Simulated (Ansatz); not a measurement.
TaSi2 (P6_222), ideal shear of a crystal plane

Method: DFT PBEsol, scalar-relativistic, plane waves, PAW in Ansatz 0.2.0. Cutoff 420 eV, Γ-centred 9×9×3 k-points, Gaussian smearing of 0.15 eV. Spin–orbit coupling is left out, which can shift energies with elements as heavy as these. No spin polarisation. Energies are free energies at this smearing, counted from the undisturbed cell; pressure is positive in compression.

The undisturbed cell (relaxed at this level; it needn't be the usual structure):

```
CELL_PARAMETERS angstrom
-4.76086 0.00000 0.00000
-2.38043 -4.12303 0.00000
0.00000 0.00000 13.11157
ATOMIC_POSITIONS crystal
Ta 0.50000 0.00000 0.08335
Ta 0.50000 0.00000 0.58335
Ta 0.00000 0.50000 0.25002
Ta 0.00000 0.50000 0.75002
Ta 0.50000 0.50000 0.91668
Ta 0.50000 0.50000 0.41668
Si 0.15927 0.68146 0.08335
Si 0.15927 0.68146 0.58335
Si 0.31854 0.84073 0.25002
Si 0.31854 0.84073 0.75002
Si 0.15927 0.15927 0.91668
Si 0.15927 0.15927 0.41668
Si 0.84073 0.31854 0.08335
Si 0.84073 0.31854 0.58335
Si 0.68146 0.15927 0.25002
Si 0.68146 0.15927 0.75002
Si 0.84073 0.84073 0.91668
Si 0.84073 0.84073 0.41668
```

The cut lies on the cell's a–b face, a (0 0 1) plane (indices in the standard cell, whose axes needn't be the Cartesian ones shown) of area 19.63 Å², between layers 2.19 Å apart. Vector c is tilted by f times 0·a + 1·b (length 4.761 Å) with the atoms' Cartesian places fixed: one unrelaxed fault a cell. The traction is dγ/du, the slope of γ against the slip u in Å. Some rows repeat others by symmetry and weren't run.

```csv
f,γ (mJ/m²),traction (GPa)
0.0000,0,0.0
0.1000,424,17.9
0.2000,1637,31.0
0.3000,2915,23.3
0.4000,4116,22.8
0.5000,4718,0.0
0.6000,4116,-22.8
0.8000,1637,-31.0
```

Read off the first barrier and the stress needed to climb it, and compare with Frenkel's sinusoid.

The first sampled maximum lies at f = 0.500, a slip of 2.38 Å, with γ ≈ 4718 mJ/m², which stands in for the unstable fault energy γ_us, and the steepest sampled slope before it is 31.0 GPa. A sinusoid γ = γ_us sin²(πu/λ) with its maximum there has λ = 4.76 Å and a largest slope πγ_us/λ = 31.1 GPa (1 mJ/m² per Å = 0.01 GPa).

Is there a metastable fault on this line?

Apart from points where γ returns to about zero, no local minimum shows among the samples, so at this sampling the line offers no fault for a dislocation to split on; a fault can still lie off the line.

The cut is rigid; relaxing the faces lowers these energies and usually the stresses.

In a metal these slopes depend on the k mesh and the smearing.

Cost: 6 runs of about 15 core-minutes in all, on Arm Neoverse V1 (shared hosts).